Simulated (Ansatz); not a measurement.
TiSi2:

```
Ti Si
1.0
     0.00000    4.11752    4.26290
     2.38951    0.00000    4.26290
     2.38951    4.11752    0.00000
Ti Si
2 4
Direct
  0.75000 0.75000 0.75000
  0.50000 0.50000 0.50000
  0.41257 0.08743 0.41257
  0.08743 0.41257 0.08743
  0.16257 0.83743 0.16257
  0.83743 0.16257 0.83743
```

The cell is a database's computed one.

```yaml
Program: Ansatz 0.2.0
Task: relaxation of cell and atoms
Functional: PBEsol
Potentials_or_basis: Ansatz PAW
Cutoff: "420 eV (not typed: the program's choice for these potentials)"
k_mesh: 7 × 7 × 7
Occupations: fermi-dirac, width 0.05 eV
Spin: no spin polarisation
Hubbard_terms: Ti d U = 5 eV
```

At the start: volume 13.98 Å³/atom.

**Question.** Where does the relaxation end?

**Answer.** It ends after 6 steps and the volume is 14.24 Å³/atom (+1.8 %); space group Fddd (No. 70, to 0.05 Å).

Step by step:
| step | energy change (eV) | largest force (eV/Å) | volume (Å³) |
| --- | --- | --- | --- |
| 1 | 0.0000 | 0.0962 | 83.88 |
| 2 | -0.0144 | 0.0386 | 85.53 |
| 3 | -0.0149 | 0.0242 | 85.45 |
| 4 | -0.0151 | 0.0020 | 85.39 |
| 5 | -0.0151 | 0.0000 | 85.41 |
| 6 | -0.0155 | 0.0000 | 85.41 |

Final structure:
```
CELL_PARAMETERS angstrom
0.00000 4.15266 4.26790
2.40967 0.00000 4.26790
2.40967 4.15266 0.00000
ATOMIC_POSITIONS crystal
Ti 0.75000 0.75000 0.75000
Ti 0.50000 0.50000 0.50000
Si 0.41063 0.08937 0.41063
Si 0.08937 0.41063 0.08937
Si 0.16063 0.83937 0.16063
Si 0.83937 0.16063 0.83937
```

Caveat: the plane-wave basis is chosen anew once the cell has moved, so the energies of steps on either side of that aren't comparable; U without spin polarisation on a metal has little footing; the PAW data sets come from PBE, with cores solved anew for the run's functional, which leaves a small shift of forces and pressure; the U is typed as a test and isn't derived for this compound.
